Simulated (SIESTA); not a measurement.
**Si2Mo under changes of volume**

One of the cells (13.684 Å³/atom); the others are scaled copies at fixed shape and fractional positions:

```xyz
3
Lattice="-1.6106 1.6106 3.9565 1.6106 -1.6106 3.9565 1.6106 1.6106 -3.9565" Properties=species:S:1:pos:R:3 pbc="T T T"
Mo    0.0000    0.0000    0.0000
Si    0.0000    0.0000    5.2780
Si    0.0000    0.0000    2.6350
```

```yaml
Program: SIESTA 5.4.2
Functional: PBE
Potentials_or_basis: PseudoDojo 0.4 standard (PBE files)
Basis: DZP (energy shift 0.002 Ry)
Grid_cutoff: 800 Ry
Energy_shift: 0.002 Ry
k_mesh: 12 × 12 × 12
Occupations: fermi-dirac, width 0.05 eV
Spin: no spin polarisation
```

```tsv
volume (Å³/atom)	energy over the lowest point (meV/atom)	pressure (GPa)	largest force (eV/Å)
12.611	?	?	?
12.879	25.67	12.5	0.223
13.148	9.31	7.2	0.253
13.684	0.00	-1.4	0.309
13.953	5.59	-5.2	0.336
14.221	17.23	-8.5	0.357
```

Task: What does the run at 12.611 Å³/atom give?

Result: Energy over the lowest point 51.37 meV/atom; pressure 18.3 GPa; largest force 0.189 eV/Å.

Worked out: A Birch-Murnaghan fit of order 3 (a polynomial in V^(-2/3)) to the other rows has its minimum at 13.59 Å³/atom with B0 = V·E''(V) = 207 GPa and B' = 3.8 at fixed shape and positions, which overstates the stiffness. It gives 50.75 meV/atom at 12.611 Å³/atom, against the run's 51.37, and -dE/dV = 17.8 GPa, against 18.3.

Energies are extrapolated to zero smearing.

Caveats: semicore shells carry a single zeta, which can move pressures by several GPa and volumes by a few percent; the basis of atomic orbitals isn't converged, which shifts pressures, moduli and gaps.
